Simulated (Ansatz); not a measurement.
# Al (P6_3/mmc) in Ansatz: settings compared

Aim: see how the results for Al move with the level of theory and the settings. Levels: PBE+D3(BJ)-ATM, PBE+D4. Tasks: relaxation of cell and atoms.

All numbers are computed with Ansatz 0.2.0; they aren't measurements. Logs are shortened: lines on timing, memory, paths and dates and some standing lists are left out, and cuts for length are marked.

## 1. Starting point

The structure is hexagonal, space group P6_3/mmc (No. 194). The conventional cell has a = 2.812 Å, b = 2.812 Å, c = 4.867 Å, α = 90.00°, β = 90.00°, γ = 120.00°. Al (site symmetry -6m2) has 12 Al at 2.81 to 2.93 Å as nearest neighbours.

This isn't the form of Al at room conditions, which is fcc.

## 2. Relaxation of cell and atoms, PBE+D3(BJ)-ATM

Contents of input.yaml:

```yaml
crystal:
  lattice:
    - [2.8124553515, 0.0, 0.0]
    - [-1.4062276757, 2.4356577814, 0.0]
    - [0.0, 0.0, 4.86685]
  atoms:
    - { symbol: Al, position: [0.3333333333, 0.6666666667, 0.25] }
    - { symbol: Al, position: [0.6666666667, 0.3333333333, 0.75] }
hamiltonian:
  xc: pbe
  pseudopotentials: { kind: paw }
  dispersion: d3bjatm
kpoints:
  mp_grid: { grid: [11, 11, 6] }
scf:
  occupations: { method: fermi_dirac, width: 0.05 }
output:
  forces: true
  stress: true
  eigenvalues: true
  write_density: true
  write_potential: true
  elf: true
  volumetric_format: npy
relax:
  f_tol: 0.01
  max_steps: 40
  cell: { stress_tol: 0.05 }
```

Potentials or basis: Ansatz PAW.

Run with:

```console
$ ansatz run input.yaml --threads 2 --pin off --max-ram 5632MiB --backend cpu --events-out ev --progress --plain --runs-dir out
```

Standard output:

```text
Warning: RAYON_NUM_THREADS=2 ignored (pool sized by the plan → 2); use --threads N
Engine: ansatz 0.2.0, aarch64-unknown-linux-gnu
Pseudopotentials: kind: paw
Pseudopotential: Al, paw, valence charge 3, recommended cutoff 420 eV (normal), Al.paw.azcp
Functional definition: PBE
  parameter kappa = 0.804
  parameter beta = 0.06672455060314922
  exchange = pbe_x(kappa = kappa, mu = beta*pi^2/3)
  correlation = pbe_c(beta = beta)
Crystal: 2 atoms, lattice volume = 33.339 Å³
Basis set: ecut = 420 eV, 665 PW (Γ), exchange–correlation on 40×40×72 points (8 copies of the dense FFT grid, shifted against one another)
Bands: 7, of which v1, the nominal top of the filled ones, is band 3 counted from 1 (2 counted from 0)
Symmetry: 24 space group operations
Space group: P63/mmc (ITA 194), of the structure as read, at distance tolerance 3.2e-5 Å
k-points: 64 of 726
Non-local potential: Al, projectors of the file, l = 0: 2, l = 1: 2, l = 2: 1
PAW form: soft (Blöchl's): semilocal exchange-correlation on the pseudo side does not see the compensation charge
PAW one-centre angular grid: Al, 110 points (default); XC on 64 Gauss nodes
Initial density: superposition of atomic densities (neutral atoms: chi_scale 0, normalization atom), corrected by the library's trained network
Initial wavefunctions: pseudopotential atomic-orbital guess
Functional: x = pbe(κ = 0.804, μ = 0.2195149727645171), c = pbe(β = 0.06672455060314922)
SCF iter   1: F=—  HF=-1075.582537 eV  |F-HF|=—  |Δ(HF+E_count)|=         —  Δρ=1.64e-3  dr2=1.03e-3  ethr=1.77e-3  ⟨swp⟩=5.4  Hψ=3771  notcnv=0
preconditioner: auto → none  [insulator: Δε(μ)=0.210 eV  Ē_g=8.975 eV  σ=0.050 eV  W_gap=0.74  n_scr=2 (ndim 8)  ℏωp=15.8 eV  f_vac=0.000  D(μ)=0.49/eV (n_scr^D=2)  ε∞_Penn≈4.1]
SCF iter   2: F=—  HF=-1075.582392 eV  |F-HF|=—  |Δ(HF+E_count)|=   1.45e-4  Δρ=6.81e-4  dr2=1.62e-4  ethr=1.71e-5  ⟨swp⟩=1.2  Hψ=976  notcnv=0
SCF iter   3: F=—  HF=-1075.582370 eV  |F-HF|=—  |Δ(HF+E_count)|=   2.26e-5  Δρ=4.96e-5  dr2=3.26e-7  ethr=2.71e-6  ⟨swp⟩=1.4  Hψ=498  notcnv=0
SCF iter   4: F=—  HF=-1075.582361 eV  |F-HF|=—  |Δ(HF+E_count)|=   8.34e-6  Δρ=7.21e-6  dr2=7.61e-9  ethr=5.43e-9  ⟨swp⟩=2.3  Hψ=624  notcnv=0
iter 5 did not close the SCF: its close was put off for the readings that it lacked (scf_convergence_deferred on its scf_iter line)
SCF iter   5: F=-1075.582361 eV  HF=-1075.582361 eV  |F-HF|=1.57e-11  |Δ(HF+E_count)|=   8.99e-9  Δρ=4.46e-7  dr2=6.65e-11  ethr=1.27e-10  ⟨swp⟩=2.0  Hψ=628  notcnv=0
SCF iter   6: F=-1075.582361 eV  HF=-1075.582361 eV  |F-HF|=4.55e-13  |Δ(HF+E_count)|=  1.36e-11  Δρ=5.63e-8  dr2=7.41e-13  ethr=1.11e-12  ⟨swp⟩=3.8  Hψ=1909  notcnv=0
SCF 1 converged in 6 iterations: F = -1075.582361 eV  dr2 = 7.41e-13
relax step   1: F+E_penalty+E_count = -1075.58236138 eV  Δ(F+E_penalty+E_count) = +0.000e0 eV  max|allowed force component| = 1.619e-17 eV/Å  Δτ_max = 0.0000 Å  P = -2.851 GPa  Ω = 33.339 Å³  (6 SCF iters, accepted)
Crystal: 2 atoms, lattice volume = 31.580 Å³
Basis set: ecut = 420 eV, 627 PW (Γ), exchange–correlation on 40×40×72 points (8 copies of the dense FFT grid, shifted against one another)
Initial density: handed on by an earlier stage of this run
Initial wavefunctions: those handed on with the density
iter 1 solved again at ethr=5.22e-5 eV; its pass at ethr=3.10e-3 eV (dr2=3.13e-3 eV) is discarded
SCF iter   1: F=—  HF=-1075.615699 eV  |F-HF|=—  |Δ(HF+E_count)|=         —  Δρ=2.89e-3  dr2=3.20e-3  ethr=5.22e-5  ⟨swp⟩=1.0  Hψ=4418  notcnv=0
preconditioner: auto → none  [metal: Δε(μ)=0.128 eV  Ē_g=9.264 eV  σ=0.050 eV  W_gap=0.45  n_scr=2 (ndim 8)  ℏωp=16.2 eV  f_vac=0.000  D(μ)=0.60/eV (n_scr^D=2)]
SCF iter   2: F=—  HF=-1075.614394 eV  |F-HF|=—  |Δ(HF+E_count)|=   1.31e-3  Δρ=1.20e-3  dr2=5.45e-4  ethr=5.22e-5  ⟨swp⟩=1.0  Hψ=448  notcnv=0
SCF iter   3: F=—  HF=-1075.614086 eV  |F-HF|=—  |Δ(HF+E_count)|=   3.08e-4  Δρ=5.64e-5  dr2=9.75e-7  ethr=9.09e-6  ⟨swp⟩=1.4  Hψ=515  notcnv=0
SCF iter   4: F=—  HF=-1075.614049 eV  |F-HF|=—  |Δ(HF+E_count)|=   3.69e-5  Δρ=2.43e-6  dr2=1.03e-9  ethr=3.33e-9  ⟨swp⟩=8.4  Hψ=3135  notcnv=0
SCF iter   5: F=-1075.614049 eV  HF=-1075.614049 eV  |F-HF|=2.48e-11  |Δ(HF+E_count)|=  7.74e-10  Δρ=3.89e-7  dr2=2.01e-11  ethr=1.72e-11  ⟨swp⟩=3.3  Hψ=1693  notcnv=0
SCF 2 converged in 5 iterations: F = -1075.614049 eV  dr2 = 2.01e-11
relax step   2: F+E_penalty+E_count = -1075.61404893 eV  Δ(F+E_penalty+E_count) = -3.169e-2 eV  max|allowed force component| = 6.505e-18 eV/Å  Δτ_max = 0.0000 Å  P = +1.117 GPa  Ω = 31.580 Å³  energy of the carried Pulay correction = +6.995e-4 eV  (5 SCF iters, dr2 threshold 2.00e-7 eV, accepted)
Crystal: 2 atoms, lattice volume = 32.018 Å³
iter 1 solved again at ethr=7.76e-7 eV; its pass at ethr=3.10e-3 eV (dr2=4.65e-5 eV) is discarded
SCF iter   1: F=—  HF=-1075.615399 eV  |F-HF|=—  |Δ(HF+E_count)|=         —  Δρ=3.97e-4  dr2=5.36e-5  ethr=7.76e-7  ⟨swp⟩=2.2  Hψ=4225  notcnv=0
preconditioner: auto → none  [metal: Δε(μ)=0.078 eV  Ē_g=9.181 eV  σ=0.050 eV  W_gap=0.33  n_scr=2 (ndim 8)  ℏωp=16.1 eV  f_vac=0.000  D(μ)=0.63/eV (n_scr^D=2)]
SCF iter   2: F=—  HF=-1075.615319 eV  |F-HF|=—  |Δ(HF+E_count)|=   7.99e-5  Δρ=1.89e-4  dr2=1.20e-5  ethr=7.76e-7  ⟨swp⟩=1.0  Hψ=448  notcnv=0
SCF iter   3: F=-1075.615305 eV  HF=-1075.615305 eV  |F-HF|=1.16e-10  |Δ(HF+E_count)|=   1.46e-5  Δρ=3.37e-6  dr2=2.67e-9  ethr=3.33e-9  ⟨swp⟩=6.6  Hψ=2546  notcnv=0
SCF 3 converged in 3 iterations: F = -1075.615305 eV  dr2 = 2.67e-9
relax step   3: F+E_penalty+E_count = -1075.61530475 eV  Δ(F+E_penalty+E_count) = -1.256e-3 eV  max|allowed force component| = 1.446e-17 eV/Å  Δτ_max = 0.0000 Å  P = -0.074 GPa  Ω = 32.018 Å³  energy of the carried Pulay correction = +5.062e-4 eV  (3 SCF iters, dr2 threshold 2.00e-7 eV, accepted)
Crystal: 2 atoms, lattice volume = 31.995 Å³
iter 1 solved again at ethr=2.49e-8 eV; its pass at ethr=3.10e-3 eV (dr2=1.50e-6 eV) is discarded
SCF iter   1: F=—  HF=-1075.615359 eV  |F-HF|=—  |Δ(HF+E_count)|=         —  Δρ=6.17e-5  dr2=1.49e-6  ethr=2.49e-8  ⟨swp⟩=2.4  Hψ=4142  notcnv=0
preconditioner: auto → none  [metal: Δε(μ)=0.087 eV  Ē_g=9.185 eV  σ=0.050 eV  W_gap=0.36  n_scr=2 (ndim 8)  ℏωp=16.1 eV  f_vac=0.000  D(μ)=0.62/eV (n_scr^D=2)]
SCF iter   2: F=—  HF=-1075.615326 eV  |F-HF|=—  |Δ(HF+E_count)|=   3.31e-5  Δρ=2.50e-5  dr2=2.39e-7  ethr=2.48e-8  ⟨swp⟩=1.0  Hψ=448  notcnv=0
SCF iter   3: F=-1075.615325 eV  HF=-1075.615325 eV  |F-HF|=2.61e-10  |Δ(HF+E_count)|=   1.04e-7  Δρ=1.14e-6  dr2=3.42e-10  ethr=6.30e-10  ⟨swp⟩=5.1  Hψ=1959  notcnv=0
SCF 4 converged in 3 iterations: F = -1075.615325 eV  dr2 = 3.42e-10
relax step   4: F+E_penalty+E_count = -1075.61532545 eV  Δ(F+E_penalty+E_count) = -2.070e-5 eV  max|allowed force component| = 1.677e-17 eV/Å  Δτ_max = 0.0000 Å  P = -0.016 GPa  Ω = 31.995 Å³  energy of the carried Pulay correction = +5.171e-4 eV  (3 SCF iters, dr2 threshold 3.78e-8 eV, accepted)
Crystal: 2 atoms, lattice volume = 31.988 Å³
iter 1 solved again at ethr=6.52e-9 eV; its pass at ethr=3.10e-3 eV (dr2=3.91e-7 eV) is discarded
SCF iter   1: F=—  HF=-1075.615364 eV  |F-HF|=—  |Δ(HF+E_count)|=         —  Δρ=3.11e-5  dr2=3.87e-7  ethr=6.52e-9  ⟨swp⟩=2.4  Hψ=4123  notcnv=0
preconditioner: auto → none  [metal: Δε(μ)=0.084 eV  Ē_g=9.186 eV  σ=0.050 eV  W_gap=0.35  n_scr=2 (ndim 8)  ℏωp=16.1 eV  f_vac=0.000  D(μ)=0.62/eV (n_scr^D=2)]
SCF iter   2: F=—  HF=-1075.615331 eV  |F-HF|=—  |Δ(HF+E_count)|=   3.27e-5  Δρ=1.23e-5  dr2=5.95e-8  ethr=6.45e-9  ⟨swp⟩=1.9  Hψ=620  notcnv=0
SCF iter   3: F=-1075.615331 eV  HF=-1075.615331 eV  |F-HF|=3.75e-11  |Δ(HF+E_count)|=   2.27e-8  Δρ=5.03e-7  dr2=7.25e-11  ethr=2.89e-10  ⟨swp⟩=6.1  Hψ=1662  notcnv=0
SCF 5 converged in 3 iterations: F = -1075.615331 eV  dr2 = 7.25e-11
relax step   5: F+E_penalty+E_count = -1075.61533106 eV  Δ(F+E_penalty+E_count) = -5.609e-6 eV  max|allowed force component| = 3.701e-17 eV/Å  Δτ_max = 0.0000 Å  P = +0.003 GPa  Ω = 31.988 Å³  energy of the carried Pulay correction = +5.196e-4 eV  (3 SCF iters, dr2 threshold 1.73e-8 eV, accepted)
Basis set: ecut = 420 eV, 627 PW (Γ), exchange–correlation on 40×40×64 points (8 copies of the dense FFT grid, shifted against one another)
Initial wavefunctions: pseudopotential atomic-orbital guess (no wavefunctions were taken with the density)
iter 1 solved again at ethr=2.67e-9 eV; its pass at ethr=3.10e-3 eV (dr2=1.60e-7 eV) is discarded
SCF iter   1: F=—  HF=-1075.614957 eV  |F-HF|=—  |Δ(HF+E_count)|=         —  Δρ=3.46e-5  dr2=3.54e-8  ethr=2.67e-9  ⟨swp⟩=3.3  Hψ=5284  notcnv=0
SCF iter   2: F=—  HF=-1075.614992 eV  |F-HF|=—  |Δ(HF+E_count)|=   3.53e-5  Δρ=1.71e-5  dr2=8.51e-9  ethr=5.91e-10  ⟨swp⟩=2.0  Hψ=645  notcnv=0
SCF iter   3: F=—  HF=-1075.614992 eV  |F-HF|=—  |Δ(HF+E_count)|=   9.80e-8  Δρ=1.76e-6  dr2=5.08e-10  ethr=1.42e-10  ⟨swp⟩=2.1  Hψ=641  notcnv=0
SCF iter   4: F=—  HF=-1075.614992 eV  |F-HF|=—  |Δ(HF+E_count)|=  5.01e-10  Δρ=6.33e-7  dr2=9.67e-11  ethr=8.46e-12  ⟨swp⟩=1.0  Hψ=448  notcnv=0
SCF iter   5: F=-1075.614992 eV  HF=-1075.614992 eV  |F-HF|=6.82e-13  |Δ(HF+E_count)|=  1.23e-11  Δρ=1.38e-8  dr2=4.68e-14  ethr=1.00e-12  ⟨swp⟩=4.7  Hψ=1432  notcnv=0
SCF 6 converged in 5 iterations: F = -1075.614992 eV  dr2 = 4.68e-14
relax step   6: F+E_penalty+E_count = -1075.61499201 eV  Δ(F+E_penalty+E_count) = +3.390e-4 eV  max|allowed force component| = 4.113e-17 eV/Å  Δτ_max = 0.0000 Å  P = -0.015 GPa  Ω = 31.988 Å³  stress off target by 1.76e-2 GPa  SCF on the basis re-selected at this cell (its energy is not comparable with the rows above)  (5 SCF iters)
basis re-selected at this cell: Δ(F+E_penalty+E_count) = +3.390e-4 eV, ΔP = -0.018 GPa vs the last step (what re-selecting the basis moved, of the pressure what is left beyond the Pulay correction that the steps carried, after the strain that the cell walked since its last selection, with what the two solves' SCF thresholds leave and, on support functions, any second-order correction that the steps lacked; it is no measure of the basis error at this ecutwfc). The dense FFT grid was sized anew with the basis: this SCF ran on 20×20×32 points, the steps before it on 20×20×36, so part of this shift can come from that change (see relax.cell in the input reference). This SCF's stress stands 1.76e-2 GPa from its target on what of the cell is left free (relax.cell.stress_tol is 5.00e-2 GPa) and its largest allowed force component is 4.11e-17 eV/Å (relax.f_tol is 1.00e-2 eV/Å): within both
SCF converged after 5 iterations
Free energy (F): -1075.614992 eV
Harris-Foulkes:  -1075.614992 eV  (|F-HF|=6.82e-13)
Internal energy: -1075.610063 eV  (E = F + TS)
E sigma→0 (E₀):  -1075.612527 eV
Entropy (-TS):   -0.004929 eV (-2.465 meV/atom)
Fermi energy:    8.284989 eV
--- Per-component energies (eV) ---
  E_band       = 22.611735
  E_kinetic    = 46.408122
  E_local      = 20.738020  (includes V_loc(G=0)·N_el)
  E_nonlocal   = 20.912044
  E_hartree    = 0.206949
  E_xc         = -79.883974
  E_vxc        = -58.447988  (∫ρ·V_xc dr)
  E_paw        = -934.775446  (= ΣΔE_a)
  E_vpaw       = -7.412356  (= ΣTr[D̂ρ^β])
  E_aug_tail   = -0.000004  (compensation charges beyond the density's cutoff)
  E_ewald      = -148.556192
  E_disp       = -0.659581  (pairwise vdW)
  E_smearing   = -0.004929  (= −TS)
  E_closure    = 0.000000  (closes the sum)
  Σ components = -1075.614992   (vs F -1075.614992, Δ=0.00e0)
--- Forces (eV/Å), atoms counted from 1 ---
  atom   1  Al    -0.00000000     0.00000000    -0.00000000
  atom   2  Al     0.00000000    -0.00000000     0.00000000
  max |Σ_I F_I| component: 6.36e-18 eV/Å
--- Stress (GPa, compression-positive) ---
       -0.017575       0.000000      -0.000000
        0.000000      -0.017575      -0.000000
       -0.000000      -0.000000      -0.009772
  P = ⅓ Tr σ = -0.0150 GPa (-0.150 kbar)
--- Band table (eV; the first three rows and the last of 64) ---
  k-point 0: bands = ["-3.0747", "3.4949", "3.6943", "19.2892", "19.2892", "19.5284", "19.5284"]
  k-point 1: bands = ["-2.8853", "1.5860", "5.9354", "18.0352", "19.4297", "19.4297", "19.6835"]
  k-point 2: bands = ["-2.3185", "-0.0742", "8.5898", "14.7380", "19.8398", "19.8398", "20.1172"]
  k-point 63: bands = ["5.5038", "5.5038", "6.3290", "6.3290", "8.2875", "8.2875", "18.1589"]
--- Relaxed structure (5 steps of the walk, 5 accepted, 1 SCFs on fresh bases) ---
  F+E_penalty+E_count = -1075.61499201 eV   max|allowed force component| = 4.113e-17 eV/Å   (the final SCF, on the basis selected at the relaxed cell)
  cell:  # Å, volume = 31.9880 Å³
    - [2.8165160174857093, -2.8909163225798738e-11, -2.23390433452675e-29]
    - [-1.4082580087178185, 2.4391744213228552, 1.8855766340534795e-18]
    - [1.5386736031071196e-32, 3.767696230337434e-18, 4.656204823571564]
  atoms:
    - { symbol: Al, position: [0.3333333333333333, 0.6666666666666666, 0.25] }
    - { symbol: Al, position: [0.6666666666666667, 0.3333333333333333, 0.7500000000000001] }
```

Run time: 4 s. Hardware: 2 threads of Arm Neoverse V2, shared host; peak memory 0.2 GiB.

Results:

* Free energy: -1075.6150 eV
* Relaxed volume: 15.99 Å³/atom
* Relaxed cell: a = 2.817 Å, b = 2.817 Å, c = 4.656 Å, α = 90.00°, β = 90.00°, γ = 120.00°
* Space group after relaxing (to 0.05 Å): P6_3/mmc (No. 194)
* Energy gained by relaxing: 16.3 meV/atom
* Ionic steps: 6
* Pressure after relaxing: 0.0 GPa
* Band gap on the k mesh: none (metal or under the smearing width)

The path:
| step | energy change (eV) | largest force (eV/Å) | volume (Å³) |
| --- | --- | --- | --- |
| 1 | 0.0000 | 0.0000 | 33.34 |
| 2 | -0.0317 | 0.0000 | 31.58 |
| 3 | -0.0329 | 0.0000 | 32.02 |
| 4 | -0.0330 | 0.0000 | 32.00 |
| 5 | -0.0330 | 0.0000 | 31.99 |
| 6 | -0.0326 | 0.0000 | 31.99 |

Final structure:
```
Al
1.0
     2.81652    0.00000    0.00000
    -1.40826    2.43917    0.00000
     0.00000    0.00000    4.65620
Al
2
Cartesian
  0.0000 1.6261 1.1641
  1.4083 0.8131 3.4922
```

Caveat: the plane-wave basis is chosen anew once the cell has moved, so the energies of steps on either side of that aren't comparable; pairwise dispersion overbinds metals, which lowers pressure and volume.

## 3. Relaxation of cell and atoms, PBE+D4

input.yaml: that of step 2 with these lines changed.

```diff
@@ -11,3 +11,3 @@
   pseudopotentials: { kind: paw }
-  dispersion: d3bjatm
+  dispersion: d4
 kpoints:
@@ -20,6 +20,2 @@
   eigenvalues: true
-  write_density: true
-  write_potential: true
-  elf: true
-  volumetric_format: npy
 relax:
```

Potentials or basis: Ansatz PAW.

Run with:

```console
$ ansatz run input.yaml --threads 2 --pin off --max-ram 5632MiB --backend cpu --events-out ev --progress --plain --runs-dir out
```

Run time: 3.2 s. Hardware: 2 threads of Arm Neoverse V2, shared host; peak memory 0.2 GiB.

It converged, with:

```yaml
Free_energy: -1075.6639 eV
Relaxed_volume: 15.97 Å³/atom
Relaxed_cell: a = 2.815 Å, b = 2.815 Å, c = 4.654 Å, α = 90.00°, β = 90.00°, γ = 120.00°
Space_group_after_relaxing_to_0.05_Å: P6_3/mmc (No. 194)
Energy_gained_by_relaxing: 16.9 meV/atom
Ionic_steps: 5
Pressure_after_relaxing: 0.0 GPa
Band_gap_on_the_k_mesh: none (metal or under the smearing width)
```

The path:
```
step  energy change (eV)  largest force (eV/Å)  volume (Å³)
   1              0.0000                0.0000        33.34
   2             -0.0327                0.0000        31.51
   3             -0.0341                0.0000        31.97
   4             -0.0341                0.0000        31.94
   5             -0.0338                0.0000        31.94
```

Final structure:
```xyz
2
Lattice="2.8148 0.0000 0.0000 -1.4074 2.4377 0.0000 0.0000 0.0000 4.6544" Properties=species:S:1:pos:R:3 pbc="T T T"
Al    0.0000    1.6251    1.1636
Al    1.4074    0.8126    3.4908
```

Levels at points of the mesh, in eV from the Fermi level:
| k point | band 1 | band 2 | band 3 | band 4 | band 5 | band 6 | band 7 |
| --- | --- | --- | --- | --- | --- | --- | --- |
| (0.00, 0.00, 0.00) | -11.37 | -4.80 | -4.60 | 11.02 | 11.02 | 11.25 | 11.25 |
| (0.00, 0.00, -0.50) | -9.68 | -9.68 | 3.25 | 3.25 | 12.10 | 12.10 | 12.10 |

Caveat: the plane-wave basis is chosen anew once the cell has moved, so the energies of steps on either side of that aren't comparable; pairwise dispersion overbinds metals, which lowers pressure and volume.
